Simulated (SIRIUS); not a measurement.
Mg:

```
Mg
1.0
    -1.77276    1.77276    1.77276
     1.77276   -1.77276    1.77276
     1.77276    1.77276   -1.77276
Mg
1
Direct
  0.00000 0.00000 0.00000
```

This isn't the form of Mg at room conditions, which is hcp.

```yaml
Program: SIRIUS 7.12.0
Task: single point
Functional: PBE
Potentials_or_basis: all-electron FP-LAPW
Cutoff: 158 eV
Basis: apw+lo standard
k_mesh: 11 × 11 × 11
Occupations: fermi-dirac, width 0.05 eV
Spin: no spin polarisation
```

On this cell: band gap on the k mesh none (metal or under the smearing width).

The same run follows on a disturbed copy (cell strained at random):

```xyz
1
Lattice="-1.7681 1.7577 1.7472 1.7625 -1.7896 1.7735 1.7874 1.8089 -1.7791" Properties=species:S:1:pos:R:3 pbc="T T T"
Mg   -0.0316   -0.0440   -0.0062
```

Problem. What changes?

Solution. The energy (extrapolated to zero smearing) moves by +1.0 meV/atom; band gap on the k mesh none (metal or under the smearing width).
